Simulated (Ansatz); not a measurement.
# Ca: one atom moved along a line

All numbers below come from DFT PBEsol, scalar-relativistic, plane waves, PAW (Ansatz 0.2.0). The runs took a 420 eV cutoff, a Γ-centred 10×10×10 mesh and Gaussian smearing (0.15 eV). No spin polarisation. Energies are free energies at this smearing, counted from the undisturbed cell; pressure is positive in compression.

The starting cell (relaxed at this level; with this scan's settings it stands at 0.1 GPa; this simple cubic form isn't the usual structure):

```xyz
8
Lattice="6.8944 0.0000 0.0000 0.0000 -6.8944 0.0000 0.0000 0.0000 -6.8944" Properties=species:S:1:pos:R:3 pbc="T T T"
Ca    0.0000   -3.4472   -3.4472
Ca    0.0000   -3.4472    0.0000
Ca    0.0000    0.0000   -3.4472
Ca    0.0000    0.0000    0.0000
Ca    3.4472   -3.4472   -3.4472
Ca    3.4472   -3.4472    0.0000
Ca    3.4472    0.0000   -3.4472
Ca    3.4472    0.0000    0.0000
```

Atom 1 (Ca) is moved by x along the Cartesian unit vector (0.000, 1.000, 0.000); the cell and all other atoms stay fixed. The cell is metallic on the mesh throughout.

```
  x (Å)  ΔE (meV/cell) force along x on the moved atoms (eV/Å) pressure (GPa)
-0.4500          224.3                                     1.04             0.2
-0.2250           54.1                                     0.49             0.1
 0.0000            0.0                                     0.00             0.1
 0.3375              ?                                        ?             0.2
```

(1) Give the withheld values.

Answers

(1) ΔE (meV/cell) at x (Å) = 0.3375: 123.6; force along x on the moved atoms (eV/Å) at x (Å) = 0.3375: -0.75.